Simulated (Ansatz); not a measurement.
Crystal: Ni.

```
Ni
1.0
    -1.38372    1.38372    1.38372
     1.38372   -1.38372    1.38372
     1.38372    1.38372   -1.38372
Ni
1
Direct
  0.00000 0.00000 0.00000
```

This isn't the form of Ni at room conditions, which is fcc.

| Item | Value |
| --- | --- |
| Program | Ansatz 0.2.0 |
| Task | relaxation of cell and atoms |
| Functional | BLYP |
| Potentials or basis | Ansatz PAW |
| Cutoff | 420 eV (not typed: the program's choice for these potentials) |
| k mesh | 13 × 13 × 13 |
| Occupations | fermi-dirac, width 0.05 eV |
| Spin | collinear spin, ferromagnetic start |
| Starting moments | [1.0] μB |

At the start: volume 10.60 Å³/atom.

Question: How do energy, volume and symmetry change on relaxing?

Answer: It ends after 7 steps and the volume is 11.57 Å³/atom (+9.2 %); space group Im-3m (No. 229, to 0.05 Å); moment 0.59 μB per cell.

Step by step:
```tsv
step	energy change (eV)	largest force (eV/Å)	volume (Å³)
1	0.0000	0.0000	10.60
2	-0.0353	0.0000	11.03
3	-0.0486	0.0000	11.49
4	-0.0489	0.0000	11.56
5	-0.0496	0.0000	11.56
6	-0.0496	0.0000	11.57
7	-0.0496	0.0000	11.57
```

Final structure:
```xyz
1
Lattice="-1.4249 1.4249 1.4249 1.4249 -1.4249 1.4249 1.4249 1.4249 -1.4249" Properties=species:S:1:pos:R:3 pbc="T T T"
Ni    0.0000    0.0000    0.0000
```

Caveat: the plane-wave basis is chosen anew once the cell has moved, so the energies of steps on either side of that aren't comparable; the PAW data sets come from PBE, with cores solved anew for the run's functional, which leaves a small shift of forces and pressure.
